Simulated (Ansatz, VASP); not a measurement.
## One calculation of AlO, two programs

INCAR

```
SYSTEM = AlO
PREC = Accurate ; ENCUT = 600
EDIFF = 1E-6 ; ISMEAR = 0
SIGMA = 0.1 ; LREAL = .FALSE.
LASPH = .TRUE. ; NELM = 150
ALGO = Normal ; ISIF = 3
LWAVE = .FALSE. ; LCHARG = .FALSE.
ISPIN = 2 ; MAGMOM = 0 1
LORBIT = 11 ; GGA = PE
IBRION = 2 ; NSW = 90
EDIFFG = -0.04
```

KPOINTS

```
regular mesh
0
G
  4 4 4
  0 0 0
```

The input POSCAR:

```
AlO
1.0
    4.4671863500      0.0000000000      0.0000000000
    0.0000000000      4.4671863500      0.0000000000
    0.0000000000      0.0000000000      4.4671863500
Al O
1 1
Direct
    0.5000000000      0.5000000000      0.5000000000
    0.0000000000      0.0000000000      0.0000000000
```

Input for Ansatz:

```yaml
crystal:
  lattice:
    - [4.46718635, 0.0, 0.0]
    - [0.0, 4.46718635, 0.0]
    - [0.0, 0.0, 4.46718635]
  atoms:
    - { symbol: Al, position: [0.5, 0.5, 0.5] }
    - { symbol: O, position: [0.0, 0.0, 0.0], spin: 1.0 }
basis:
  ecutwfc: 420
kpoints:
  mp_grid: { grid: [4, 4, 4] }
hamiltonian:
  xc: pbe
scf:
  occupations: { method: gaussian, width: 0.1 }
  lower_state_search: "off"
output:
  forces: true
  stress: true
  eigenvalues: true
  populations: true
magnetization:
  spin_polarized: true
relax:
  adjacent_minimum: "off"
  f_tol: 0.04
  max_steps: 70
  cell: { stress_tol: 0.4 }
```

Alike in both runs: task relaxation of cell and atoms; functional PBE; k mesh 4 × 4 × 4; occupations gaussian, width 0.1 eV; collinear spin.

|  | VASP | Ansatz |
| --- | --- | --- |
| version | VASP 6.6.1 | Ansatz 0.2.0 |
| potentials or method | VASP PAW PBE potentials, release 64 (Al, O) | scalar-relativistic, plane waves, PAW |
| plane-wave cutoff (eV) | 600 | 420 |
| valence electrons in the cell | 9 | 9 |

|  | VASP | Ansatz | Ansatz less VASP |
| --- | --- | --- | --- |
| gap on the k mesh at the Fermi level, each at its own relaxed structure (eV) | none | none | - |
| net moment per atom (μB) | 0.00 | 0.00 | 0.000 |
| relaxed volume (Å³/atom) | 10.79 | 10.76 | -0.025 |
| relaxed cell length with the largest relative difference (Å) | 2.784 | 2.782 | -0.0022 |
| energy change over the relaxation (meV/atom) | -2530 | -2522 | +8.1 |

A gap of «none» marks a metal or a gap that the smearing closes. Ansatz warned: «seeded_moment_not_kept».

Caveats: the volume moved by over 15 % at a fixed basis, so the end points are rough (VASP).
